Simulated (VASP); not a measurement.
# C (Fd-3m) in VASP: notebook, part 3 of 3

VASP 6.6.1. Earlier steps stand in the parts before.

**6. G0W0 quasiparticle levels, PBE**

The input, POSCAR:

```
C
1.0
    0.0000000000      1.7833700000      1.7833700000
    1.7833700000      0.0000000000      1.7833700000
    1.7833700000      1.7833700000      0.0000000000
C
2
Direct
    0.7500000000      0.7500000000      0.7500000000
    0.5000000000      0.5000000000      0.5000000000
```

The input, INCAR.step1:

```
PREC = Accurate ; ENCUT = 450
EDIFF = 1E-8 ; ISMEAR = 0
SIGMA = 0.01 ; LREAL = F
LASPH = T ; NELM = 60
ALGO = Fast ; LWAVE = T
LCHARG = F ; GGA = PE
```

The input, INCAR.step2:

```
PREC = Accurate ; ENCUT = 450
EDIFF = 1E-8 ; ISMEAR = 0
SIGMA = 0.01 ; LREAL = F
LASPH = T ; NELM = 1
ALGO = Exact ; LWAVE = T
LCHARG = F ; GGA = PE
NBANDS = 72 ; LOPTICS = T
ISTART = 1
```

The input, INCAR.step3:

```
PREC = Accurate ; ENCUT = 450
EDIFF = 1E-8 ; ISMEAR = 0
SIGMA = 0.01 ; LREAL = F
LASPH = T ; ALGO = EVGW0
LWAVE = F ; LCHARG = F
GGA = PE ; NELMGW = 1
NBANDS = 72 ; ENCUTGW = 50
NOMEGA = 48 ; PRECFOCK = Fast
ISTART = 1 ; NBANDSGW = 12
```

The input, KPOINTS:

```
regular mesh
0
Gamma
  3 3 3
```

Potentials or basis: VASP PAW PBE potentials, release 64 (C_GW).

Run with:

```sh
cat potpaw_PBE.64/C_GW/POTCAR > POTCAR
cp INCAR.step1 INCAR
mpirun -np 1 vasp_std > vasp.out
cp INCAR.step2 INCAR
mpirun -np 1 vasp_std > vasp.out
cp INCAR.step3 INCAR
mpirun -np 1 vasp_std > vasp.out
```

OUTCAR:

```text
PREC = Accurate
   ENCUT = 450
   EDIFF = 1E-8
   ISMEAR = 0
   LREAL = F
   LASPH = T
   GGA = PE
   NELMGW = 1
   ENCUTGW = 50
   PRECFOCK = Fast
   ISTART = 1

 Found      4 irreducible k-points:

 Following reciprocal coordinates:
            Coordinates               Weight
  0.000000  0.000000  0.000000      1.000000
  0.333333  0.000000  0.000000      8.000000
  0.333333  0.333333  0.000000      6.000000
 -0.333333  0.333333  0.000000     12.000000
   k-points           NKPTS =      4   k-points in BZ     NKDIM =     27   number of bands    NBANDS=     72
   number of dos      NEDOS =    301   number of ions     NIONS =      2
   total plane-waves  NPLWV =   5832
   dimension x,y,z NGX =    18 NGY =   18 NGZ =   18
   dimension x,y,z NGXF=    36 NGYF=   36 NGZF=   36
   ions per type =               2
   NGX,Y,Z   is equivalent  to a cutoff of  11.86, 11.86, 11.86 a.u.
[... 55 lines left out ...]
   NELMHF              =     1    number of iterations in the inner HF iteration
   NKREDLFX            =     1    NKREDLFY  =   1   NKREDLFZ  =   1
 non-spin polarized calculation
 Gauss-broadening in eV      SIGMA  =   0.01
  energy-cutoff  :      450.00
  volume of cell :       11.34
 maximum number of plane-waves:       259
 NGX is ok and might be reduce to    18
  NGX = 10; NGY = 10; NGZ = 10
   NGX =  9   NGY =  9   NGZ =  9
 maximum number of plane-waves:        15
 NGX is ok and might be reduce to    10

 QP shifts <psi_nk| G(iteration)W_0 |psi_nk>: iteration 1
 for sc-GW calculations column KS-energies equals QP-energies in previous step
 and V_xc(KS)=  KS-energies - (<T + V_ion + V_H > + <T+V_H+V_ion>^1  + <V_x>^1)

 k-point   1 :       0.0000    0.0000    0.0000
  band No.  KS-energies  QP-energies   sigma(KS)   V_xc(KS)     V^pw_x(r,r')   Z            occupation Imag(sigma)

      1     -11.6473     -12.5885     -16.0057     -14.7556     -25.3472       0.7529       2.0000       1.4440
      2       9.8679      10.0821     -16.5599     -16.8171     -19.9899       0.8323       2.0000       0.1082
      3       9.8679      10.0821     -16.5599     -16.8171     -19.9899       0.8323       2.0000       0.1082
      4       9.8679      10.0821     -16.5599     -16.8171     -19.9899       0.8323       2.0000       0.1082
      5      15.4341      16.9425     -13.6782     -15.5106      -8.7983       0.8232       0.0000      -0.1232
      6      15.4341      16.9425     -13.6782     -15.5106      -8.7983       0.8232       0.0000      -0.1232
      7      15.4341      16.9425     -13.6782     -15.5106      -8.7983       0.8232       0.0000      -0.1232
      8      23.1878      24.6211     -14.5512     -16.3713      -7.5094       0.7875       0.0000      -0.3011
      9      29.1228      29.4797     -11.3425     -11.7768      -4.2105       0.8217       0.0000      -0.4784
     10      36.3294      37.4349     -12.5042     -13.8641      -5.7988       0.8130       0.0000      -0.5495
     11      36.3294      37.4349     -12.5042     -13.8641      -5.7988       0.8130       0.0000      -0.5495
     12      37.3230      37.7920     -10.8555     -11.4342      -3.1747       0.8105       0.0000      -0.9550
[... 36 lines left out ...]
      1      -4.2127      -5.0354     -16.7162     -15.6623     -23.8906       0.7806       2.0000       0.5966
      2      -1.0910      -1.7695     -16.5302     -15.6693     -22.6185       0.7881       2.0000       0.3714
      3       0.4601      -0.0792     -15.4073     -14.7311     -20.4133       0.7975       2.0000       0.2620
      4       5.1713       4.9975     -16.2311     -16.0176     -20.5476       0.8140       2.0000       0.1593
      5      16.1747      17.0759     -12.7413     -13.8332      -7.4417       0.8253       0.0000      -0.1348
      6      22.7827      24.8210     -13.7118     -16.2645      -7.3004       0.7985       0.0000      -0.2558
      7      23.3949      25.1763     -13.5672     -15.8045      -6.9698       0.7962       0.0000      -0.2689
      8      24.8609      26.7737     -13.8520     -16.2715      -6.8366       0.7906       0.0000      -0.3328
      9      26.7823      27.8700     -12.4423     -13.7675      -6.2289       0.8208       0.0000      -0.2866
     10      33.5173      34.4036     -11.8475     -12.9221      -5.2095       0.8248       0.0000      -0.5141
     11      34.6985      36.5470     -12.8131     -15.1757      -4.6899       0.7824       0.0000      -0.7641
     12      43.6201      44.3450     -11.1375     -12.0205      -3.2034       0.8209       0.0000      -1.2358
```

OUTCAR.step1:

```text
PREC = Accurate
   ENCUT = 450
   EDIFF = 1E-8
   ISMEAR = 0
   LREAL = F
   LASPH = T
[... 151 lines left out ...]
 -----------------------------------------------------------------------------------
      2.67505      2.67505      2.67505         0.000000     -0.000000      0.000000
      1.78337      1.78337      1.78337        -0.000000      0.000000     -0.000000
 -----------------------------------------------------------------------------------
    total drift:                                0.000000     -0.000000      0.000000

  FREE ENERGIE OF THE ION-ELECTRON SYSTEM (eV)
  ---------------------------------------------------
  free  energy   TOTEN  =       -17.5945066607 eV

  energy  without entropy=      -17.5945066607  energy(sigma->0) =      -17.59450666
```

OUTCAR.step2:

```text
PREC = Accurate
   ENCUT = 450
   EDIFF = 1E-8
   ISMEAR = 0
   LREAL = F
[... 518 lines left out ...]
     0.00000     9.91729     9.91729     9.91729    -0.00000    -0.00000    -0.00000
     2.59998    11.04596    11.04596    11.04596    -0.00000    -0.00000    -0.00000
     5.19996    33.25473    33.25473    33.25473    -0.00000    -0.00000    -0.00000
     7.79995    12.45329    12.45329    12.45329    -0.00000    -0.00000    -0.00000
    10.39993    49.87712    49.87712    49.87712    -0.00000    -0.00000    -0.00000
    12.99991    -8.22030    -8.22030    -8.22030     0.00000    -0.00000     0.00000
[... 92 lines left out ...]
   254.79827     0.98161     0.98161     0.98161     0.00000     0.00000     0.00000
   257.39826     0.98199     0.98199     0.98199     0.00000     0.00000     0.00000
```

It took 5.5 s on 1 thread of Intel Xeon Platinum 8259CL at 2.50GHz (Skylake/Cascade Lake), shared host; peak memory 0.12 GiB.

These settings aren't checked as converged: the numbers below hold their error.

What came out:

| Property | Result |
| --- | --- |
| Band gap on the k mesh, mean-field level | 4.11 eV, indirect (least direct gap 5.57 eV) |
| Quasiparticle gap | 4.77 eV |
| Least direct quasiparticle gap | 6.86 eV |

Caveat: the k mesh is coarse (spacing up to 1.02 Å⁻¹), so the values aren't converged; the cutoff is under 1.25 times the usual one of these potentials, so pressure, stress and relaxed cells hold a basis-set (Pulay) error; bands, screening cutoff and mesh are small and nothing is extrapolated, so the quasiparticle values aren't converged; an odd mesh through Γ misses points on the zone boundary, where band edges often lie.

**7. The reference run**

An earlier run on the cell as given: functional PBE; potentials or basis VASP PAW PBE potentials, release 64 (C); cutoff 520 eV; k mesh 13 × 13 × 13; occupations fermi-dirac, width 0.05 eV; no spin polarisation.

- Pressure: 2.5 GPa
- Band gap on the k mesh: 4.14 eV, indirect (least direct gap 5.59 eV)
